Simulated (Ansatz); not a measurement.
# C (Fd-3m) in Ansatz: further runs

One crystal, C, is run at these levels: rPW86-PBE; tasks: single point, equation of state.

All numbers are computed with Ansatz 0.2.0; they aren't measurements. Logs are shortened: lines on timing, memory, paths and dates and some standing lists are left out, and cuts for length are marked.

**What was measured.**

From “Equation of state of cubic boron nitride at high pressures and temperatures”, 2007, arxiv:cond-mat/0702656, for a bulk crystal of C: bulk modulus 444.8 ± 0.8 GPa.

How close the calculation comes is told below.

**1. The structure**

Symmetry: Fd-3m, No. 227, cubic system. Conventional cell: a = 3.567 Å, b = 3.567 Å, c = 3.567 Å, α = 90.00°, β = 90.00°, γ = 90.00°. C (site symmetry -43m) has 4 C at 1.54 Å as nearest neighbours.

This isn't the form of C at room conditions, which is graphite.

**2. Single point, rPW86-PBE, 5.33 Å³/atom (volume scaled by 0.94)**

The input, input.yaml:

```yaml
crystal:
  lattice:
    - [0.0, 1.7469644787, 1.7469644787]
    - [1.7469644787, 0.0, 1.7469644787]
    - [1.7469644787, 1.7469644787, 0.0]
  atoms:
    - { symbol: C, position: [0.75, 0.75, 0.75] }
    - { symbol: C, position: [0.5, 0.5, 0.5] }
hamiltonian:
  xc: { exchange: rpw86, correlation: pbe }
  pseudopotentials: { kind: paw }
kpoints:
  mp_grid: { grid: [13, 13, 13] }
scf:
  occupations: { method: fermi_dirac, width: 0.05 }
output:
  forces: true
  stress: true
  eigenvalues: true
```

Potentials or basis: Ansatz PAW.

Run with:

```bash
> ansatz run input.yaml --threads 2 --pin off --max-ram 5120MiB --backend cpu --events-out ev --progress --plain --runs-dir out
```

Log:

```text
Warning: RAYON_NUM_THREADS=2 ignored (pool sized by the plan → 2); use --threads N
Engine: ansatz 0.2.0, aarch64-unknown-linux-gnu
Pseudopotentials: kind: paw
Pseudopotential: C, paw, valence charge 4, recommended cutoff 420 eV (normal), C.paw.azcp
Functional definition: unnamed
  exchange = rpw86_x
  correlation = pbe_c
Crystal: 2 atoms, lattice volume = 10.663 Å³
Basis set: ecut = 420 eV, 181 PW (Γ), exchange–correlation on 36×36×36 points (8 copies of the dense FFT grid, shifted against one another)
Bands: 8, of which v1, the nominal top of the filled ones, is band 4 counted from 1 (3 counted from 0)
Symmetry: 48 space group operations
Space group: Fd-3m (ITA 227), of the structure as read, at distance tolerance 2.2e-5 Å
k-points: 84 of 2197
Non-local potential: C, projectors of the file, l = 0: 2, l = 1: 2, l = 2: 1
PAW form: soft (Blöchl's): semilocal exchange-correlation on the pseudo side does not see the compensation charge
PAW frozen core: C, regenerated for the run's functional, and the local potential with it (the file was generated under x = pbe(κ = 0.804, μ = 0.2195149727645171), c = pbe(β = 0.06672455060314922))
PAW one-centre angular grid: C, 110 points (default); XC on 64 Gauss nodes
Initial density: superposition of atomic densities (neutral atoms: chi_scale 0, normalization atom), corrected by the library's trained network
Initial wavefunctions: pseudopotential atomic-orbital guess
Functional: x = rpw86, c = pbe(β = 0.06672455060314922)
SCF iter   1: F=—  HF=-508.422176 eV  |F-HF|=—  |Δ(HF+E_count)|=         —  Δρ=1.19e-2  dr2=1.13e-2  ethr=1.77e-3  ⟨swp⟩=4.7  Hψ=4353  notcnv=0
preconditioner: auto → none  [insulator: Δε(μ)=4.650 eV  Ē_g=20.577 eV  σ=0.050 eV  W_gap=1.00  n_scr=0 (ndim 8)  ℏωp=32.2 eV  f_vac=0.000  D(μ)=0.00/eV (n_scr^D=0)  ε∞_Penn≈3.4]
SCF iter   2: F=—  HF=-508.418130 eV  |F-HF|=—  |Δ(HF+E_count)|=   4.05e-3  Δρ=4.29e-3  dr2=1.48e-3  ethr=1.41e-4  ⟨swp⟩=2.0  Hψ=1592  notcnv=0
SCF iter   3: F=—  HF=-508.417615 eV  |F-HF|=—  |Δ(HF+E_count)|=   5.15e-4  Δρ=2.92e-4  dr2=1.68e-6  ethr=1.86e-5  ⟨swp⟩=2.7  Hψ=1052  notcnv=0
SCF iter   4: F=—  HF=-508.417622 eV  |F-HF|=—  |Δ(HF+E_count)|=   6.50e-6  Δρ=3.20e-5  dr2=7.04e-8  ethr=2.10e-8  ⟨swp⟩=2.1  Hψ=991  notcnv=0
iter 5 did not close the SCF: its close was put off for the readings that it lacked (scf_convergence_deferred on its scf_iter line)
SCF iter   5: F=-508.417622 eV  HF=-508.417622 eV  |F-HF|=1.81e-10  |Δ(HF+E_count)|=   1.30e-8  Δρ=1.74e-6  dr2=1.38e-10  ethr=8.80e-10  ⟨swp⟩=2.7  Hψ=1017  notcnv=0
SCF iter   6: F=-508.417622 eV  HF=-508.417622 eV  |F-HF|=2.27e-13  |Δ(HF+E_count)|=  1.92e-10  Δρ=8.55e-8  dr2=3.72e-13  ethr=1.73e-12  ⟨swp⟩=1.4  Hψ=2435  notcnv=0
SCF 1 converged in 6 iterations: F = -508.417622 eV  dr2 = 3.72e-13
SCF converged after 6 iterations
Free energy (F): -508.417622 eV
Harris-Foulkes:  -508.417622 eV  (|F-HF|=2.27e-13)
Internal energy: -508.417622 eV  (E = F + TS)
E sigma→0 (E₀):  -508.417622 eV
Fermi energy:    16.681931 eV
--- Per-component energies (eV) ---
  E_band       = 41.359845
  E_kinetic    = 190.316435
  E_local      = -120.969377  (includes V_loc(G=0)·N_el)
  E_nonlocal   = 55.358051
  E_hartree    = 26.853578
  E_xc         = -99.279284
  E_vxc        = -122.788311  (∫ρ·V_xc dr)
  E_paw        = -205.475775  (= ΣΔE_a)
  E_vpaw       = -14.264118  (= ΣTr[D̂ρ^β])
  E_aug_tail   = 0.000012  (compensation charges beyond the density's cutoff)
  E_ewald      = -355.212636
  E_core_change = -0.008627  (= ΣΔE_core)
  E_smearing   = -0.000000  (= −TS)
  E_closure    = 0.000000  (closes the sum)
  Σ components = -508.417622   (vs F -508.417622, Δ=0.00e0)
--- Forces (eV/Å), atoms counted from 1 ---
  atom   1  C      0.00000000     0.00000000     0.00000000
  atom   2  C      0.00000000     0.00000000    -0.00000000
  max |Σ_I F_I| component: 4.51e-17 eV/Å
--- Stress (GPa, compression-positive) ---
       39.758128      -0.000000       0.000000
       -0.000000      39.758128      -0.000000
       -0.000000      -0.000000      39.758128
  P = ⅓ Tr σ = 39.7581 GPa (397.581 kbar)
--- Band table (eV; the first three rows and the last of 84) ---
  k-point 0: bands = ["-7.6899", "14.4199", "14.4199", "14.4199", "20.2908", "20.2908", "20.2908", "29.2084"]
  k-point 1: bands = ["-7.5202", "13.3258", "14.1277", "14.1277", "20.6730", "20.6730", "20.9709", "29.3120"]
  k-point 2: bands = ["-7.0129", "10.9937", "13.4693", "13.4693", "21.5413", "21.5413", "22.1347", "29.6111"]
  k-point 83: bands = ["1.3593", "2.8530", "5.4074", "6.4184", "25.1411", "25.2871", "27.3765", "28.6359"]
```

Run time: 0.36 s. Hardware: 2 threads of Arm Neoverse V2, shared host; peak memory 0.24 GiB.

What came out:

```
Free energy            : -508.4176 eV
Pressure               : 39.8 GPa
Band gap on the k mesh : 4.58 eV, indirect (least direct gap 5.87 eV)
```

Caveat: odd divisions of the mesh miss points on the zone boundary, where band edges often lie, so the gap on the mesh can be too wide; the pressure holds a Pulay correction of +1.1 GPa for the finite cutoff; the PAW data sets come from PBE, with cores solved anew for the run's functional, which leaves a small shift of forces and pressure.

**3. Single point, rPW86-PBE, 5.44 Å³/atom (volume scaled by 0.96)**

input.yaml: that of step 2 with these lines changed.

```diff
@@ -2,5 +2,5 @@
   lattice:
-    - [0.0, 1.7469644787, 1.7469644787]
-    - [1.7469644787, 0.0, 1.7469644787]
-    - [1.7469644787, 1.7469644787, 0.0]
+    - [0.0, 1.7592674508, 1.7592674508]
+    - [1.7592674508, 0.0, 1.7592674508]
+    - [1.7592674508, 1.7592674508, 0.0]
   atoms:
@@ -19 +19,5 @@
   eigenvalues: true
+  write_density: true
+  write_potential: true
+  elf: true
+  volumetric_format: npy
```

Potentials or basis: Ansatz PAW.

Run with:

```bash
> ansatz run input.yaml --threads 2 --pin off --max-ram 5120MiB --backend cpu --events-out ev --progress --plain --runs-dir out
```

Wall time 0.45 s (2 threads of Arm Neoverse V2, shared host); peak memory 0.25 GiB.

The run converged. Its results:

| Item | Value |
| --- | --- |
| Free energy | -508.4659 eV |
| Pressure | 28.5 GPa |
| Band gap on the k mesh | 4.52 eV, indirect (least direct gap 5.81 eV) |

Caveat: odd divisions of the mesh miss points on the zone boundary, where band edges often lie, so the gap on the mesh can be too wide; the pressure holds a Pulay correction of +1.2 GPa for the finite cutoff; the PAW data sets come from PBE, with cores solved anew for the run's functional, which leaves a small shift of forces and pressure.

**4. Single point, rPW86-PBE, 5.56 Å³/atom (volume scaled by 0.98)**

The input, input.yaml:

```yaml
crystal:
  lattice:
    - [0.0, 1.7714007132, 1.7714007132]
    - [1.7714007132, 0.0, 1.7714007132]
    - [1.7714007132, 1.7714007132, 0.0]
  atoms:
    - { symbol: C, position: [0.75, 0.75, 0.75] }
    - { symbol: C, position: [0.5, 0.5, 0.5] }
hamiltonian:
  xc: { exchange: rpw86, correlation: pbe }
  pseudopotentials: { kind: paw }
kpoints:
  mp_grid: { grid: [13, 13, 13] }
scf:
  occupations: { method: fermi_dirac, width: 0.05 }
output:
  forces: true
  stress: true
  eigenvalues: true
```

Run with:

```bash
> ansatz run input.yaml --threads 2 --pin off --max-ram 5120MiB --backend cpu --events-out ev --progress --plain --runs-dir out
```

Wall time 0.35 s (2 threads of Arm Neoverse V2, shared host); peak memory 0.24 GiB.

The run converged. Its results:

| Quantity | Value |
| --- | --- |
| Free energy | -508.4987 eV |
| Pressure | 18.2 GPa |
| Band gap on the k mesh | 4.48 eV, indirect (least direct gap 5.75 eV) |

Caveat: odd divisions of the mesh miss points on the zone boundary, where band edges often lie, so the gap on the mesh can be too wide; the pressure holds a Pulay correction of +1.2 GPa for the finite cutoff; the PAW data sets come from PBE, with cores solved anew for the run's functional, which leaves a small shift of forces and pressure.

**5. Single point, rPW86-PBE, 5.67 Å³/atom**

input.yaml: that of step 4 with these lines changed.

```diff
@@ -2,5 +2,5 @@
   lattice:
-    - [0.0, 1.7714007132, 1.7714007132]
-    - [1.7714007132, 0.0, 1.7714007132]
-    - [1.7714007132, 1.7714007132, 0.0]
+    - [0.0, 1.78337, 1.78337]
+    - [1.78337, 0.0, 1.78337]
+    - [1.78337, 1.78337, 0.0]
   atoms:
```

Run with:

```bash
> ansatz run input.yaml --threads 2 --pin off --max-ram 5120MiB --backend cpu --events-out ev --progress --plain --runs-dir out
```

Run time: 0.35 s. Hardware: 2 threads of Arm Neoverse V2, shared host; peak memory 0.24 GiB.

Results (log left out):

```
Free energy            : -508.5178 eV
Pressure               : 8.8 GPa
Band gap on the k mesh : 4.43 eV, indirect (least direct gap 5.70 eV)
```

Caveat: odd divisions of the mesh miss points on the zone boundary, where band edges often lie, so the gap on the mesh can be too wide; the pressure holds a Pulay correction of +1.2 GPa for the finite cutoff; the PAW data sets come from PBE, with cores solved anew for the run's functional, which leaves a small shift of forces and pressure.

**6. Single point, rPW86-PBE, 5.79 Å³/atom (volume scaled by 1.02)**

input.yaml: that of step 5 with these lines changed.

```diff
@@ -2,5 +2,5 @@
   lattice:
-    - [0.0, 1.78337, 1.78337]
-    - [1.78337, 0.0, 1.78337]
-    - [1.78337, 1.78337, 0.0]
+    - [0.0, 1.7951807415, 1.7951807415]
+    - [1.7951807415, 0.0, 1.7951807415]
+    - [1.7951807415, 1.7951807415, 0.0]
   atoms:
@@ -19 +19,5 @@
   eigenvalues: true
+  write_density: true
+  write_potential: true
+  elf: true
+  volumetric_format: npy
```

Potentials or basis: Ansatz PAW.

Run with:

```bash
> ansatz run input.yaml --threads 2 --pin off --max-ram 5120MiB --backend cpu --events-out ev --progress --plain --runs-dir out
```

Wall time 0.45 s (2 threads of Arm Neoverse V2, shared host); peak memory 0.25 GiB.

The run converged. Its results:

```
Free energy            : -508.5241 eV
Pressure               : 0.3 GPa
Band gap on the k mesh : 4.38 eV, indirect (least direct gap 5.64 eV)
```

Caveat: odd divisions of the mesh miss points on the zone boundary, where band edges often lie, so the gap on the mesh can be too wide; the pressure holds a Pulay correction of +1.2 GPa for the finite cutoff; the PAW data sets come from PBE, with cores solved anew for the run's functional, which leaves a small shift of forces and pressure.

**7. Single point, rPW86-PBE, 5.90 Å³/atom (volume scaled by 1.04)**

The input, input.yaml:

```yaml
crystal:
  lattice:
    - [0.0, 1.806838086, 1.806838086]
    - [1.806838086, 0.0, 1.806838086]
    - [1.806838086, 1.806838086, 0.0]
  atoms:
    - { symbol: C, position: [0.75, 0.75, 0.75] }
    - { symbol: C, position: [0.5, 0.5, 0.5] }
hamiltonian:
  xc: { exchange: rpw86, correlation: pbe }
  pseudopotentials: { kind: paw }
kpoints:
  mp_grid: { grid: [13, 13, 13] }
scf:
  occupations: { method: fermi_dirac, width: 0.05 }
output:
  forces: true
  stress: true
  eigenvalues: true
```

Run with:

```bash
> ansatz run input.yaml --threads 2 --pin off --max-ram 5120MiB --backend cpu --events-out ev --progress --plain --runs-dir out
```

Wall time 0.36 s (2 threads of Arm Neoverse V2, shared host); peak memory 0.24 GiB.

The run converged. Its results:

```yaml
Free_energy: -508.5189 eV
Pressure: -7.5 GPa
Band_gap_on_the_k_mesh: 4.34 eV, indirect (least direct gap 5.59 eV)
```

Caveat: odd divisions of the mesh miss points on the zone boundary, where band edges often lie, so the gap on the mesh can be too wide; the pressure holds a Pulay correction of +1.2 GPa for the finite cutoff; the PAW data sets come from PBE, with cores solved anew for the run's functional, which leaves a small shift of forces and pressure.

**8. Single point, rPW86-PBE, 6.01 Å³/atom (volume scaled by 1.06)**

input.yaml: that of step 7 with these lines changed.

```diff
@@ -2,5 +2,5 @@
   lattice:
-    - [0.0, 1.806838086, 1.806838086]
-    - [1.806838086, 0.0, 1.806838086]
-    - [1.806838086, 1.806838086, 0.0]
+    - [0.0, 1.8183469191, 1.8183469191]
+    - [1.8183469191, 0.0, 1.8183469191]
+    - [1.8183469191, 1.8183469191, 0.0]
   atoms:
```

Run with:

```bash
> ansatz run input.yaml --threads 2 --pin off --max-ram 5120MiB --backend cpu --events-out ev --progress --plain --runs-dir out
```

Wall time 0.36 s (2 threads of Arm Neoverse V2, shared host); peak memory 0.24 GiB.

It converged, with:

- Free energy: -508.5031 eV
- Pressure: -14.6 GPa
- Band gap on the k mesh: 4.29 eV, indirect (least direct gap 5.54 eV)

Caveat: odd divisions of the mesh miss points on the zone boundary, where band edges often lie, so the gap on the mesh can be too wide; the pressure holds a Pulay correction of +1.2 GPa for the finite cutoff; the PAW data sets come from PBE, with cores solved anew for the run's functional, which leaves a small shift of forces and pressure.

**9. Equation of state, rPW86-PBE**

Potentials or basis: Ansatz PAW.

This step only gathers the single runs of the series.

Results:

```yaml
Equilibrium_volume: 5.79 Å³/atom
Bulk_modulus: 416 GPa
Pressure_derivative_of_the_bulk_modulus: 3.7
```

Energy against volume, from the lowest point:
```csv
volume (Å³/atom),energy (meV/atom)
5.332,53.26
5.445,29.14
5.558,12.71
5.672,3.16
5.785,0.00
5.899,2.61
6.012,10.52
```

Caveat: the potentials were made for another functional, which shifts forces and pressure.

**10. How close it comes**

Step 9. A measured bulk modulus of C is 444.8 GPa (quoted in “Equation of state of cubic boron nitride at high pressures and temperatures”, 2007, arxiv:cond-mat/0702656); the calculated 416 GPa misses it by -6.5 %. 3 values of this kind are on record (442 to 444.8 GPa); this one was drawn at random among those near their median, those with a stated uncertainty first. The fit is for a static lattice scaled at fixed shape and fixed fractional positions. The cell as given is a measured one (5.67 Å³/atom); rPW86-PBE puts the equilibrium volume +2.1 % from it, thermal expansion not counted.
